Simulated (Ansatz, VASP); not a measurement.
## Mg: VASP beside Ansatz

INCAR

```
SYSTEM = Mg
ALGO = Normal
EDIFF = 1E-7
EDIFFG = -0.02
ENCUT = 600
GGA = PE
IBRION = 2
ISIF = 3
ISMEAR = 0
LASPH = .TRUE.
LCHARG = .FALSE.
LREAL = .FALSE.
LWAVE = .FALSE.
NELM = 60
NSW = 90
PREC = Accurate
SIGMA = 0.1
```

KPOINTS

```
k-points
0
G
  12 12 8
  0 0 0
```

File POSCAR:

```
Mg
1.0
    3.2093000000      0.0000000000      0.0000000000
   -1.6046500000      2.7793353284      0.0000000000
    0.0000000000      0.0000000000      5.2103000000
Mg
2
Direct
    0.3333333333      0.6666666667      0.2500000000
    0.6666666667      0.3333333333      0.7500000000
```

Input for Ansatz:

```yaml
crystal:
  lattice:
    - [3.2093, 0.0, 0.0]
    - [-1.60465, 2.7793353284, 0.0]
    - [0.0, 0.0, 5.2103]
  atoms:
    - { symbol: Mg, position: [0.3333333333, 0.6666666667, 0.25] }
    - { symbol: Mg, position: [0.6666666667, 0.3333333333, 0.75] }
basis:
  ecutwfc: 420
kpoints:
  mp_grid: { grid: [12, 12, 8] }
hamiltonian:
  xc: pbe
scf:
  occupations: { method: gaussian, width: 0.1 }
output:
  forces: true
  stress: true
  eigenvalues: true
  write_density: true
  write_potential: true
  elf: true
  volumetric_format: npy
relax:
  adjacent_minimum: "off"
  f_tol: 0.02
  max_steps: 70
  cell: { stress_tol: 0.1 }
```

Alike in both runs: task relaxation of cell and atoms; functional PBE; k mesh 12 × 12 × 8; occupations gaussian, width 0.1 eV; no spin polarisation.

|  | VASP | Ansatz |
| --- | --- | --- |
| version | VASP 6.6.1 | Ansatz 0.2.0 |
| potentials or method | VASP PAW PBE potentials, release 64 (Mg) | scalar-relativistic, plane waves, PAW |
| plane-wave cutoff (eV) | 600 | 420 |
| valence electrons in the cell | 4 | 20 |

```tsv
	VASP	Ansatz	Ansatz less VASP
gap on the k mesh at the Fermi level, each at its own relaxed structure (eV)	none	none	-
relaxed volume (Å³/atom)	22.84	22.93	+0.094
relaxed cell length with the largest relative difference (Å)	5.117	5.124	+0.0072
energy change over the relaxation (meV/atom)	-2	-1	+0.3
```

A gap of «none» marks a metal or a gap that the smearing closes. The two sets of potentials don't hold the same shells in valence.
